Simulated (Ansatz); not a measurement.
The following input was run with Ansatz 0.2.0.

```yaml
crystal:
  lattice:
    - [3.63966418, 0.0, 0.0]
    - [-1.81983209, 3.1520416411, 0.0]
    - [0.0, 0.0, 6.05556247]
  atoms:
    - { symbol: Hf, position: [0.0, 0.0, 0.0] }
    - { symbol: S, position: [0.66666667, 0.33333333, 0.76395205] }
    - { symbol: S, position: [0.33333333, 0.66666667, 0.23604795] }
basis:
  ecutwfc: 420
kpoints:
  mp_grid: { grid: [9, 9, 6] }
hamiltonian:
  xc: pbe
  dispersion: d3bj
scf:
  occupations: { method: gaussian, width: 0.02 }
output:
  forces: true
  stress: true
  eigenvalues: true
relax:
  adjacent_minimum: "off"
  f_tol: 0.01
  max_steps: 40
```

Command:
```bash
ansatz run input.yaml --threads 1 --pin off --max-ram 2560MiB --backend cpu --events-out ev --progress --plain --runs-dir out
```

All numbers below come from DFT PBE+D3(BJ), scalar-relativistic, plane waves, PAW in Ansatz.

From the run's log, abridged (final results; tables in files aren't shown):

```
SCF converged after 6 iterations
Free energy (F): -17531.139476 eV
Harris-Foulkes:  -17531.139476 eV  (|F-HF|=7.15e-9)
Internal energy: -17531.139476 eV  (E = F + TS)
E sigma→0 (E₀):  -17531.139476 eV
Fermi energy:    9.014067 eV
--- Per-component energies (eV) ---
  E_band       = -229.886034
  E_kinetic    = 633.713772
  E_local      = -8431.647616  (includes V_loc(G=0)·N_el)
  E_nonlocal   = -1186.935336
  E_hartree    = 3890.017992
  E_xc         = -493.869282
  E_vxc        = -440.476003  (∫ρ·V_xc dr)
  E_paw        = -8127.287531  (= ΣΔE_a)
  E_vpaw       = 1415.415955  (= ΣTr[D̂ρ^β])
  E_aug_tail   = 0.000002  (compensation charges beyond the density's cutoff)
  E_ewald      = -3814.183876
  E_disp       = -0.947601  (pairwise vdW)
  E_smearing   =  0.000000  (= −TS)
--- Forces (eV/Å), atoms counted from 1 ---
  atom   1  Hf     0.00000000     0.00000000     0.00000000
  atom   2  S      0.00000000     0.00000000    -0.00627713
  atom   3  S      0.00000000     0.00000000     0.00627713
--- Stress (GPa, compression-positive) ---
       -1.633058       0.000000       0.000000
        0.000000      -1.633058       0.000000
        0.000000       0.000000      -1.365434
  P = ⅓ Tr σ = -1.5438 GPa (-15.438 kbar)
--- Band table (eV; the first three rows and the last of 62) ---
  k-point 0: bands = ["-53.5451", "-22.2236", "-22.1142", "-22.1142", "-4.5363", "-3.6585", "-3.5057", "-3.4853", "-3.4853", "-3.4781", "-3.4781", "-3.4654", "-2.7445", "3.8715", "5.7457", "5.7457", "8.3835", "8.4107", "8.4107", "10.4629", "10.4629", "11.0739", "13.8831"]
  k-point 1: bands = ["-53.5451", "-22.2236", "-22.1142", "-22.1142", "-4.4992", "-3.6678", "-3.5057", "-3.4853", "-3.4853", "-3.4781", "-3.4781", "-3.4654", "-2.8038", "4.0514", "5.7527", "5.7527", "7.9953", "8.3865", "8.3865", "10.4553", "10.4553", "11.1815", "13.9860"]
  k-point 2: bands = ["-53.5451", "-22.2237", "-22.1142", "-22.1142", "-4.4144", "-3.6942", "-3.5057", "-3.4853", "-3.4853", "-3.4781", "-3.4781", "-3.4654", "-2.9229", "4.4923", "5.7669", "5.7669", "7.2370", "8.3387", "8.3387", "10.4398", "10.4398", "11.3035", "14.1475"]
  k-point 61: bands = ["-53.5381", "-22.2439", "-22.2439", "-22.1822", "-3.5703", "-3.5703", "-3.4944", "-3.4906", "-3.4858", "-3.4858", "-3.4693", "-2.9119", "-2.9119", "4.7679", "4.8587", "4.8587", "6.3815", "6.6658", "6.6658", "11.2477", "11.8368", "11.8368", "14.6415"]
--- Relaxed structure (3 steps of the walk, 2 accepted, 0 SCFs on fresh bases) ---
  F+E_penalty+E_count = -17531.13947587 eV   max|allowed force component| = 6.277e-3 eV/Å
  atoms:
    - { symbol: Hf, position: [0.0, 0.0, 0.0] }
    - { symbol: S, position: [0.66666666, 0.33333333, 0.76091722] }
    - { symbol: S, position: [0.33333333, 0.66666666, 0.23908277] }
```

The relaxation met its thresholds.

The run took 13 s on 1 thread of Arm Neoverse V2 (shared host), peak memory 0.39 GiB.

Spin–orbit coupling is left out, which can shift energies with elements as heavy as these.